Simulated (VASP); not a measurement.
Li2Se:

```
Se Li
1.0
     0.00000    3.00250    3.00250
     3.00250    0.00000    3.00250
     3.00250    3.00250    0.00000
Se Li
1 2
Cartesian
  0.0000 0.0000 0.0000
  4.5038 4.5038 4.5038
  1.5012 1.5012 1.5012
```

Base run:

```yaml
Program: VASP 6.6.1
Functional: TB-mBJ
Potentials_or_basis: VASP PAW PBE potentials, release 64 (Se, Li_sv)
Cutoff: 520 eV
k_mesh: 8 × 8 × 8
Occupations: fermi-dirac, width 0.05 eV
Spin: no spin polarisation
```

Its results: band gap on the k mesh 4.18 eV, indirect (least direct gap 4.75 eV).

Problem. The run is repeated on the same cell with these changes: functional from TB-mBJ to HSE03; k mesh from 8 × 8 × 8 to 4 × 4 × 4. What comes out?

Solution. Band gap on the k mesh 3.65 eV, indirect (least direct gap 4.17 eV).

Several settings changed at once, so the effect can't be laid on one alone.

Caveats: some runs use coarse meshes.

Not every run made on this cell is shown here.
